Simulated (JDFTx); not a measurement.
Runs of JDFTx 1.7.0 (patched build) on MgO. The structure is cubic, space group Fm-3m (No. 225). Conventional cell: a = 4.194 Å, b = 4.194 Å, c = 4.194 Å, α = 90.00°, β = 90.00°, γ = 90.00°. Mg (site symmetry m-3m) is surrounded by 6 O at 2.10 Å. Around O (site symmetry m-3m) lie 6 Mg at 2.10 Å. The cell is a database's computed one.

```tsv
task	level	potentials or basis	k mesh	cutoff (eV)	smearing	max SCF steps	SCF threshold on the energy	solver of the electrons	further solve for the empty bands	band ratio of the Davidson solver	mesh quality	gap on the mesh (eV)	pressure (GPa)
single point	PBEsol	PseudoDojo-SR-PBEsol-0.4.1-standard	6 × 6 × 6	1143	fermi-dirac 0.05 eV	100	1e-09 Ha	scf	no	-	coarse	4.79	2.3
single point	r2SCAN	SG15-PBE-1.2	11 × 11 × 11	1088	fermi-dirac 0.05 eV	100	1e-09 Ha	scf	yes	-	not flagged	5.66	1.9
single point	BLYP	PseudoDojo-SR-PBE-0.5-standard	11 × 11 × 11	1143	fermi-dirac 0.05 eV	100	1e-09 Ha	scf	yes	-	not flagged	5.13	9.6
single point	TASK	SG15-PBE-1.2	11 × 11 × 11	1088	fermi-dirac 0.05 eV	100	1e-09 Ha	scf	yes	-	not flagged	(b)	(a)
single point	LDA	PseudoDojo-SR-LDA-0.4.1-standard	11 × 11 × 11	1143	fermi-dirac 0.05 eV	100	1e-09 Ha	scf	yes	-	not flagged	4.82	-4.0
screening	LDA	PseudoDojo-SR-LDA-0.4.1-standard	4 × 4 × 4	1143	fermi-dirac 0.05 eV	100	1e-09 Ha	scf	yes	-	coarse	4.81	-4.0
```

Alike in all rows: no spin polarisation; cell as given.

Question: Fill in the values left out.

Answer: (a) 24.6; (b) 7.23.

Caveats: some runs use coarse meshes; the potentials were made for another functional, which shifts forces and pressure (some runs); the cutoff is short for these files and lowers the pressure by up to 1 GPa (some runs); so large a pressure means that the cell lies far from this level's equilibrium, or that cutoff or potentials fall short (some runs).

Runs at the PBE level aren't shown here.
